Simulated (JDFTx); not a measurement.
Here is a JDFTx 1.7.0 (patched build) calculation.

MgO.in

```
lattice \
    0.0000000000     3.9627583152     3.9627583152 \
    3.9627583152     0.0000000000     3.9627583152 \
    3.9627583152     3.9627583152     0.0000000000
coords-type Cartesian
ion Mg     0.0000000000     0.0000000000     0.0000000000 1
ion O      3.9627583152     3.9627583152     3.9627583152 1

ion-species pseudo/Mg.upf
ion-species pseudo/O.upf
elec-cutoff 42 336
elec-ex-corr gga-PBEsol
kpoint-folding 11 11 11
elec-smearing Fermi 0.0018374661
elec-n-bands 14
electronic-SCF nIterations 100 energyDiffThreshold 1e-09
electronic-minimize nIterations 30 energyDiffThreshold 1e-7
converge-empty-states yes
forces-output-coords Cartesian

dump-name run.$VAR
dump End Ecomponents EigStats BandEigs Kpoints Forces Stress ElecDensity Dtot KEdensity
```

Potentials or basis: PseudoDojo-SR-PBEsol-0.4.1-standard with smoothed tails.

Run with:

```console
$ jdftx -c 1 -i MgO.in -o MgO.out
```

Task: Estimate the Loewdin charges.

Result: Mg +1.52; O -1.36 e.

Task: Predict the pressure.

Result: 2.2 GPa.

**Experimental background.**

From “Electronic structure of alkaline earth and post-transition metal oxides”, 2009, arxiv:0908.1581, for a bulk crystal of MgO: band gap 7.83 eV.

Measured gap of MgO: 7.83 eV (quoted in “Electronic structure of alkaline earth and post-transition metal oxides”, 2009, arxiv:0908.1581). This calculation gives 4.79 eV (-3.04 eV). The value is that of PBEsol, without temperature or zero-point motion. Semilocal functionals fall short of measured gaps as a rule. The cell is a database's relaxed one, not the measured one, which moves gaps too.
